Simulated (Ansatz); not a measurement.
Li2O (anti-fluorite), relaxed with r²SCAN (Ansatz, an electronic-structure program, plane waves, PAW): a = b = c = 4.573 Å, α = β = γ = 90.00°.

```
Property              Value
--------------------  -----
gap (eV)               5.77
B₀ by P(V) fit (GPa)   87.1
```

Question: The same phase is relaxed and computed with HSE06 in the same code. What are the cell and these values now?

Answer: a = 4.567 Å, b = 4.567 Å, c = 4.567 Å, α = 90.00°, β = 90.00°, γ = 90.00°.

- gap (eV): 6.66
- B₀ by P(V) fit (GPa): 88.4

All cells were relaxed under the symmetry of their starts (and spin orders); stability against distortions was not tested throughout.

Potentials: the later of the program's two PAW sets.

Ansatz is a plane-wave DFT program.
